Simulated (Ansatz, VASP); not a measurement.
**Two plane-wave programs on C**

```xyz
2
Lattice="0.0000 1.8374 1.7091 1.8374 0.0000 1.7091 1.8374 1.8374 0.0000" Properties=species:S:1:pos:R:3 pbc="T T T"
C     1.8374    1.8374    1.7091
C     2.7561    2.7561    2.5637
```

Alike in both runs: task single point; functional LDA; k mesh 12 × 12 × 12; occupations gaussian, width 0.05 eV; no spin polarisation.

```csv
,VASP,Ansatz
version,VASP 6.6.1,Ansatz 0.2.0
potentials or method,"VASP PAW LDA potentials, release 64 (C)","scalar-relativistic, plane waves, PAW"
plane-wave cutoff (eV),520,520
valence electrons in the cell,8,8
```

|  | VASP | Ansatz | Ansatz less VASP |
| --- | --- | --- | --- |
| gap on the k mesh at the Fermi level (eV) | 2.34 | 2.34 | +0.007 |
| least direct gap on the mesh (eV) | 4.30 | 4.30 | -0.002 |
| pressure (GPa) | -18.6 | -20.0 | -1.44 |
| largest component of the traceless stress (GPa) | 40.52 | 40.59 | +0.065 |

Ansatz warned: «pseudo_functional_mismatch».

Caveats: so large a pressure means that the cell lies far from this level's equilibrium, or that cutoff or potentials fall short (VASP).
